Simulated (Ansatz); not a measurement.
**Guessed and relaxed cells of InP**

The cell of InP is invented: 4-connected net, two elements alternating (P4_322, No. 95). Lengths were set from tabulated atomic sizes, so they are only a guess.

POSCAR.start

```
In P
1.0
     4.49704    0.00000    0.00000
     0.00000    4.49704    0.00000
     0.00000    0.00000    8.96937
In P
4 4
Direct
  0.11138 0.50000 0.25000
  0.50000 0.88862 0.50000
  0.50000 0.11138 0.00000
  0.88862 0.50000 0.75000
  0.00000 0.61138 0.50000
  0.38862 0.00000 0.25000
  0.61138 0.00000 0.75000
  0.00000 0.38862 0.00000
```

Level of theory: DFT PBE, scalar-relativistic, plane waves, PAW in Ansatz 0.2.0. Cutoff 420 eV, Gaussian smearing, Γ-centred meshes. Cell and atoms relax first on a coarse mesh and then on a finer one. In between, the cell is made exact in the group found at 0.06 Å. In metals the finer mesh still leaves noise of several meV/atom or more. The steps can't lower the symmetry of their start. No spin polarisation.

POSCAR.end

```
In P
1.0
     0.00000    2.76960    2.76960
     2.76960    0.00000    2.76960
     2.76960    2.76960    0.00000
In P
1 1
Direct
  0.00000 0.00000 0.00000
  0.50000 0.50000 0.50000
```

The symmetry goes from P4_322 (No. 95) to Fm-3m (No. 225), and the primitive cell from 8 to 2 atoms. The end has the rock salt type. The volume per atom shrinks by 6.3 %, from 22.7 to 21.2 Å³. The shortest distance goes from 2.35 Å (In–P) to 2.77 Å (In–P). The energy falls by about 0.38 eV/atom (the start's value is from the coarse mesh). The end is written in a standard setting, so origin, axes and order of atoms can differ from the start's.

For InP, the volume per atom is 21.24 Å³ and the density is 5.70 g/cm³. The formation energy is 0.00 eV/atom and the gap on the 20×20×20 mesh of the 2-atom cell is 0 eV (a metal).

Energies over the elements count from the elements' standard structures at the same level, with no fitted energy shifts. The references include black phosphorus. The formation energy is too near zero to say whether this cell lies below the elements.

The last run used Gaussian smearing of 0.10 eV. For metals, differences of a few meV/atom aren't resolved. The reference form of P is held partly by dispersion forces, which this level lacks. Symmetry constrained the relaxation, so the result can be a saddle point. In all, the 3 runs took 3.8 min on 1 thread of Arm Neoverse V1 (shared host).
